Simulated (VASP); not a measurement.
# MgS (I4/mmm) in VASP: notebook

The runs below take MgS through single point, with HSE06.

Everything below comes from runs of VASP 6.6.1. Logs are shortened: lines on timing, memory, paths and dates and some standing lists are left out, and cuts for length are marked.

**1. The cell of the first run**

Symmetry: I4/mmm, No. 139, tetragonal system. The conventional cell has a = 3.843 Å, b = 3.843 Å, c = 5.203 Å, α = 90.00°, β = 90.00°, γ = 90.00°. Mg (site symmetry 4/mmm) is surrounded by 6 S at 2.60 to 2.72 Å. Around S (site symmetry 4/mmm) lie 6 Mg at 2.60 to 2.72 Å.

The cell was built by a generator and needn't be a form met in nature.

**2. Single point, HSE06 (biaxial_xy strain +4.5%)**

Contents of POSCAR:

```
MgS
1.0
    0.0000000000      2.7175456370      2.6015179370
    2.7175456370      0.0000000000      2.6015179370
    2.7175456370      2.7175456370      0.0000000000
Mg S
1 1
Direct
    0.0000000000      0.0000000000      0.0000000000
    0.5000000000      0.5000000000      0.5000000000
```

Contents of INCAR.step1:

```
PREC = Accurate ; ENCUT = 520
EDIFF = 1E-5 ; ISMEAR = 0
SIGMA = 0.01 ; LREAL = False
LASPH = True ; NELM = 100
ALGO = Normal ; ISIF = 2
LWAVE = True ; GGA = PE
NBANDS = 11
```

Contents of INCAR.step2:

```
PREC = Accurate ; ENCUT = 520
EDIFF = 1E-7 ; ISMEAR = 0
SIGMA = 0.01 ; LREAL = False
LASPH = True ; NELM = 100
ALGO = Normal ; ISIF = 2
LWAVE = False ; LCHARG = True
GGA = PE ; LHFCALC = True
HFSCREEN = 0.2079 ; PRECFOCK = Normal
LELF = True ; LVHAR = True
ISTART = 1 ; NBANDS = 11
```

Contents of KPOINTS:

```
Automatic mesh
0
Gamma
  6 6 6
```

Potentials or basis: VASP PAW PBE potentials, release 64 (Mg, S).

Command:

```sh
> cat potpaw_PBE.64/Mg/POTCAR potpaw_PBE.64/S/POTCAR > POTCAR
> cp INCAR.step1 INCAR
> mpirun -np 1 vasp_std > vasp.out
> cp INCAR.step2 INCAR
> mpirun -np 1 vasp_std > vasp.out
```

OUTCAR:

```text
PREC = Accurate
   ENCUT = 520
   EDIFF = 1E-7
   ISMEAR = 0
   LREAL = False
   LASPH = True
   NELM = 100
   ISIF = 2
   GGA = PE
   LHFCALC = True
   HFSCREEN = 0.2079
   PRECFOCK = Normal
   ISTART = 1

 ion  position               nearest neighbor table
   1  0.000  0.000  0.000-   2 2.60   2 2.60   2 2.72   2 2.72   2 2.72   2 2.72
   2  0.500  0.500  0.500-   1 2.60   1 2.60   1 2.72   1 2.72   1 2.72   1 2.72

  LATTYP: Found a body centered tetragonal cell.
 ALAT       =     3.8431898962
 C/A-ratio  =     1.3538326272

  Lattice vectors:

 A1 = (   0.0000000000,  -2.7175456370,  -2.6015179370)
 A2 = (   0.0000000000,   2.7175456370,  -2.6015179370)
 A3 = (   2.7175456370,   0.0000000000,   2.6015179370)

Analysis of symmetry for initial positions (statically):
=====================================================================
 Subroutine PRICEL returns:
 Original cell was already a primitive cell.

 Routine SETGRP: Setting up the symmetry group for a
 body centered tetragonal supercell.

 Subroutine GETGRP returns: Found 16 space group operations
 (whereof 16 operations were pure point group operations)
 out of a pool of 16 trial point group operations.

The static configuration has the point symmetry D_4h.

Analysis of symmetry for dynamics (positions and initial velocities):
=====================================================================
 Subroutine PRICEL returns:
 Original cell was already a primitive cell.

 Routine SETGRP: Setting up the symmetry group for a
 body centered tetragonal supercell.

 Subroutine GETGRP returns: Found 16 space group operations
 (whereof 16 operations were pure point group operations)
 out of a pool of 16 trial point group operations.

The dynamic configuration has the point symmetry D_4h.

 Subroutine INISYM returns: Found 16 space group operations
 (whereof 16 operations are pure point group operations),
 and found     1 'primitive' translations

----------------------------------------------------------------------------------------

                                     Primitive cell

  volume of cell :      38.4247

  direct lattice vectors                    reciprocal lattice vectors
     0.000000000  2.717545637  2.601517937    -0.183989550  0.183989550  0.192195484
     2.717545637  0.000000000  2.601517937     0.183989550 -0.183989550  0.192195484
     2.717545637  2.717545637  0.000000000     0.183989550  0.183989550 -0.192195484

  length of vectors
     3.762040652  3.762040652  3.843189896     0.323486342  0.323486342  0.323486342

  position of ions in fractional coordinates (direct lattice)
     0.000000000  0.000000000  0.000000000
     0.500000000  0.500000000  0.500000000

  ion indices of the primitive-cell ions
   primitive index   ion index
                 1           1
                 2           2

----------------------------------------------------------------------------------------

 KPOINTS: Automatic mesh

Automatic generation of k-mesh.
 Grid dimensions read from file:
 generate k-points for:    6    6    6

 Generating k-lattice:

  Cartesian coordinates                     Fractional coordinates (reciprocal lattice)
    -0.030664925  0.030664925  0.032032581     0.166666667  0.000000000  0.000000000
     0.030664925 -0.030664925  0.032032581     0.000000000  0.166666667  0.000000000
     0.030664925  0.030664925 -0.032032581    -0.000000000 -0.000000000  0.166666667

  Length of vectors
     0.053914390  0.053914390  0.053914390

  Shift w.r.t. Gamma in fractional coordinates (k-lattice)
     0.000000000  0.000000000  0.000000000

 Subroutine IBZKPT returns following result:
 ===========================================

 Found     30 irreducible k-points:

 Following reciprocal coordinates:
            Coordinates               Weight
  0.000000  0.000000  0.000000      1.000000
  0.166667  0.000000  0.000000      8.000000
  0.333333 -0.000000  0.000000      8.000000
  0.500000 -0.000000  0.000000      4.000000
  0.166667  0.166667  0.000000      2.000000
  0.333333  0.166667  0.000000      8.000000
[... 16 lines left out ...]
  0.333333  0.000000  0.333333      4.000000
  0.500000  0.000000  0.333333     16.000000
 [... further k-points ...]
   k-points           NKPTS =     30   k-points in BZ     NKDIM =    216   number of bands    NBANDS=     11
   number of dos      NEDOS =    301   number of ions     NIONS =      2
   total plane-waves  NPLWV =  23520
   dimension x,y,z NGX =    28 NGY =   28 NGZ =   30
   dimension x,y,z NGXF=    56 NGYF=   56 NGZF=   60
   ions per type =               1   1
   NGX,Y,Z   is equivalent  to a cutoff of  12.37, 12.37, 12.98 a.u.
   NGXF,Y,Z  is equivalent  to a cutoff of  24.75, 24.75, 25.95 a.u.
 SYSTEM =  unknown system
   PREC   = accura    normal or accurate (medium, high low for compatibility)
   ISTART =      1    job   : 0-new  1-cont  2-samecut
   ICHARG =      0    charge: 1-file 2-atom 10-const
   ISPIN  =      1    spin polarized calculation?
   LNONCOLLINEAR =      F non collinear calculations
   LSORBIT =      F    spin-orbit coupling
   LASPH  =      T    aspherical Exc in radial PAW
   ENCUT  =  520.0 eV  38.22 Ry    6.18 a.u.   6.99  6.99  7.15*2*pi/ulx,y,z
   NELM   =    100;   NELMIN=  2; NELMDL=  0     # of ELM steps
   EDIFF  = 0.1E-06   stopping-criterion for ELM
   LREAL  =      F    real-space projection
   EDIFFG = 0.1E-05   stopping-criterion for IOM
   NSW    =      0    number of steps for IOM
   IBRION =     -1    ionic relax: 0-MD 1-quasi-New 2-CG
   NFREE  =      0    steps in history (QN), initial steepest desc. (CG)
   ISIF   =      2    stress and relaxation
   ISYM   =      3    0-nonsym 1-usesym 2-fastsym
   POTIM  = 0.5000    time-step for ionic-motion
   TEBEG  =    0.0;   TEEND  =   0.0 temperature during run
   PSTRESS=    0.0 pullay stress
   NELECT =       8.0000    total number of electrons
   NUPDOWN=      -1.0000    fix difference up-down
   EMIN   =  10.00;   EMAX   =-10.00  energy-range for DOS
   EFERMI =   0.00;   METHOD = LEGACY
   ISMEAR =     0;   SIGMA  =   0.01  broadening in eV -4-tet -1-fermi 0-gaus
   EFERMI_NEDOS =   21; number of points for ismear=-14 and -15
   IALGO  =     38    algorithm
   IMIX   =      1    mixing-type and parameters
     AMIX     =   0.40;   BMIX     =  1.00
     AMIX_MAG =   1.60;   BMIX_MAG =  1.00
  volume/ion in A,a.u.               =      19.21       129.65
  Fermi-wavevector in a.u.,A,eV,Ry     =   0.970289  1.833581 12.809364  0.941462
  Thomas-Fermi vector in A             =   2.100412
   LORBIT       =      0    0 simple, 1 ext, 2 COOP (PROOUT), +10 PAW based schemes
   GGA     = PE    functional components
   LHFCALC =     T    Hartree Fock is set to
   PRECFOCK=normal    Normal, Fast or Accurate (Low or Medium for compatibility)
   ENCUT4O =  -1.0   cutoff for four orbital integrals eV
   NKREDX  =     1    reduce k-point grid by
   NKREDY  =     1    reduce k-point grid by
   NKREDZ  =     1    reduce k-point grid by
   AEXX    =    0.2500 exact exchange contribution
   HFSCREEN=    0.2079 screening length (either q_TF or 0.3 A-1)
   HFSCREENC=   0.2079 screening length for correlation (either q_TF or 0.3 A-1)
   ENCUTFOCK=  -1.0 apply spherical cutoff to Coloumb kernel
   IVDW    =     0    specifies the selected vdW correction
   LEPSILON=     F    determine dielectric tensor
   LRPA    =     F    only Hartree local field effects (RPA)
 non-spin polarized calculation
 Gauss-broadening in eV      SIGMA  =   0.01
  energy-cutoff  :      520.00
  volume of cell :       38.42
 maximum number of plane-waves:      1050
  NGX = 24; NGY = 24; NGZ = 24

 number of electron       8.0000001 magnetization

 Free energy of the ion-electron system (eV)
  ---------------------------------------------------
  ext. energy  EPLUGINS =         0.00000000
  ---------------------------------------------------
  free energy    TOTEN  =        -9.80267767 eV

  energy without entropy =       -9.80267767  energy(sigma->0) =       -9.80267767

 E-fermi :   2.5392     XC(G=0):  -7.7712

 val. band max:        2.4001081853   @ k =   0.0000   0.0000   0.0000
 cond. band min:       5.7524429795   @ k =   0.5000   0.5000   0.0000
 fundamental gap:      3.3523347942
 Fermi energy:         2.5391932660

 k-point     1 :       0.0000    0.0000    0.0000
  band No.  band energies     occupation
      1     -11.1396      2.00000
      2       2.1742      2.00000
      3       2.4001      2.00000
      4       2.4001      2.00000
      5       6.4238      0.00000
      6      11.3201      0.00000
      7      11.3201      0.00000
      8      11.7553      0.00000
      9      13.5752      0.00000
     10      14.1615      0.00000
     11      15.8140      0.00000

 k-point     2 :       0.1667    0.0000    0.0000
  band No.  band energies     occupation
      1     -10.8893      2.00000
      2       0.7009      2.00000
      3       2.1418      2.00000
      4       2.2091      2.00000
      5       7.6268      0.00000
      6      10.9890      0.00000
      7      11.4372      0.00000
      8      11.8755      0.00000
      9      12.9558      0.00000
     10      13.2108      0.00000
     11      15.5085      0.00000

 k-point     3 :       0.3333   -0.0000    0.0000
  band No.  band energies     occupation
      1     -10.2978      2.00000
      2      -1.4988      2.00000
      3       1.8748      2.00000
      4       1.9253      2.00000
      5       7.9074      0.00000
      6      10.4523      0.00000
      7      10.9518      0.00000
      8      12.2738      0.00000
      9      14.6568      0.00000
     10      14.9885      0.00000
     11      15.0026      0.00000
[... 267 lines left out ...]
 k-point    23 :       0.3333    0.0000    0.3333
  band No.  band energies     occupation
      1     -10.0822      2.00000
      2      -1.0208      2.00000
      3       0.8795      2.00000
      4       1.2501      2.00000
      5       6.9842      0.00000
      6       8.4964      0.00000
      7      12.5793      0.00000
      8      14.3881      0.00000
      9      15.0631      0.00000
     10      15.5517      0.00000
     11      19.7965      0.00000

 k-point    24 :       0.5000    0.0000    0.3333
  band No.  band energies     occupation
      1      -9.7263      2.00000
      2      -1.5086      2.00000
      3       0.0659      2.00000
      4       1.0000      2.00000
      5       6.9042      0.00000
      6       9.1167      0.00000
      7      12.9745      0.00000
      8      13.6568      0.00000
      9      15.8375      0.00000
     10      18.1429      0.00000
     11      19.2136      0.00000

 [... further k-points ...]

------------------------ aborting loop because EDIFF is reached ----------------------------------------

  FORCE on cell =-STRESS in cart. coord.  units (eV):
  Direction    XX          YY          ZZ          XY          YZ          ZX
  --------------------------------------------------------------------------------------
  -------------------------------------------------------------------------------------
  Total       -1.6943092     -1.6943092     -1.0394690      0.0000000      0.0000000      0.0000000
  in kB      -70.6468418    -70.6468418    -43.3422654      0.0000000      0.0000000      0.0000000
  external PRESSURE =     -61.5453163 kB  Pullay stress =       0.0000000 kB

 VOLUME and BASIS-vectors are now :
 -----------------------------------------------------------------------------
  energy-cutoff  :      520.00
  volume of cell :       38.42
      direct lattice vectors                 reciprocal lattice vectors
     0.000000000  2.717545637  2.601517937    -0.183989550  0.183989550  0.192195484
     2.717545637  0.000000000  2.601517937     0.183989550 -0.183989550  0.192195484
     2.717545637  2.717545637  0.000000000     0.183989550  0.183989550 -0.192195484

 POSITION                                       TOTAL-FORCE (eV/Angst)
 -----------------------------------------------------------------------------------
      0.00000      0.00000      0.00000         0.000000      0.000000      0.000000
      2.71755      2.71755      2.60152         0.000000      0.000000     -0.000000
 -----------------------------------------------------------------------------------
    total drift:                                0.000000      0.000000     -0.000000

  FREE ENERGIE OF THE ION-ELECTRON SYSTEM (eV)
  ---------------------------------------------------
  free  energy   TOTEN  =        -9.8026776659 eV

  energy  without entropy=       -9.8026776659  energy(sigma->0) =       -9.80267767
```

It took 11 min on 1 thread of Intel Xeon 6975P-C (Granite Rapids), shared host; peak memory 0.28 GiB.

What came out:

| Item | Value |
| --- | --- |
| Free energy | -9.8027 eV |
| Pressure | -6.2 GPa |
| Band gap on the k mesh | 3.35 eV, indirect (least direct gap 4.02 eV) |

Levels at points of the mesh, in eV from the valence-band top:
```csv
k point,band 1,band 2,band 3,band 4,band 5,band 6,band 7,band 8,band 9
"(0.00, 0.00, 0.00)",-13.54,-0.23,0.00,0.00,4.02,8.92,8.92,9.36,11.18
"(0.50, 0.00, 0.00)",-12.33,-4.86,-0.67,-0.57,5.31,7.62,8.12,10.55,12.92
"(0.50, 0.50, 0.00)",-11.90,-4.17,-1.84,-1.84,3.35,5.40,12.87,13.74,13.74
"(0.50, 0.00, 0.50)",-12.04,-4.20,-1.85,-1.45,3.55,5.56,12.40,13.45,13.89
```

Caveat: the PAW data sets were made with another functional, which shifts forces and pressure a little. A k mesh can miss the band edges.

**3. Single point, HSE06 (shear_xy strain +4.4%)**

Contents of POSCAR:

```
MgS
1.0
    0.0568431669      2.6015179370      2.6015179370
    2.6015179370      0.0568431669      2.6015179370
    2.6583611039      2.6583611039      0.0000000000
Mg S
1 1
Direct
    0.0000000000      0.0000000000      0.0000000000
    0.5000000000      0.5000000000      0.5000000000
```

Contents of INCAR.step1:

```
SYSTEM = MgS
PREC = Accurate ; ENCUT = 520
EDIFF = 1E-5 ; ISMEAR = 0
SIGMA = 0.01 ; LREAL = .FALSE.
LASPH = .TRUE. ; NELM = 100
ALGO = Normal ; ISIF = 2
LWAVE = .TRUE. ; LCHARG = .FALSE.
GGA = PE ; NBANDS = 11
```

Contents of INCAR.step2:

```
SYSTEM = MgS
PREC = Accurate ; ENCUT = 520
EDIFF = 1E-6 ; ISMEAR = 0
SIGMA = 0.01 ; LREAL = .FALSE.
LASPH = .TRUE. ; NELM = 100
ALGO = Normal ; ISIF = 2
LWAVE = .FALSE. ; LCHARG = .FALSE.
GGA = PE ; LHFCALC = .TRUE.
HFSCREEN = 0.2079 ; PRECFOCK = Normal
ISTART = 1 ; NBANDS = 11
```

Contents of KPOINTS:

```
Automatic mesh
0
G
  6 6 6
  0 0 0
```

Potentials or basis: VASP PAW PBE potentials, release 64 (Mg, S).

Command:

```sh
> cat potpaw_PBE.64/Mg/POTCAR potpaw_PBE.64/S/POTCAR > POTCAR
> cp INCAR.step1 INCAR
> mpirun -np 1 vasp_std > vasp.out
> cp INCAR.step2 INCAR
> mpirun -np 1 vasp_std > vasp.out
```

It took 16 min on 1 thread of Intel Xeon 6975P-C (Granite Rapids), shared host; peak memory 0.28 GiB.

Results (log left out):

```yaml
Free_energy: -9.8748 eV
Pressure: -0.7 GPa
Band_gap_on_the_k_mesh: 3.46 eV, indirect (least direct gap 4.55 eV)
```

Stress tensor (GPa, compression positive):
```
-0.62 -2.55  0.00
-2.55 -0.62  0.00
 0.00  0.00 -0.79
```

Levels at points of the mesh, in eV from the valence-band top:
```csv
k point,band 2,band 3,band 4,band 5,band 6,band 7
"(0.00, 0.00, 0.00)",-0.41,-0.22,0.00,4.55,8.52,8.93
"(0.50, 0.00, 0.00)",-5.41,-1.03,-0.88,5.17,7.53,7.83
"(0.50, 0.50, 0.00)",-4.81,-2.34,-1.76,3.46,5.21,13.31
"(0.00, 0.00, 0.50)",-5.56,-0.84,-0.66,5.49,7.88,8.18
"(0.50, 0.00, 0.50)",-4.81,-2.06,-2.05,3.54,5.12,13.14
```

Caveat: the PAW data sets were made with another functional, which shifts forces and pressure a little.
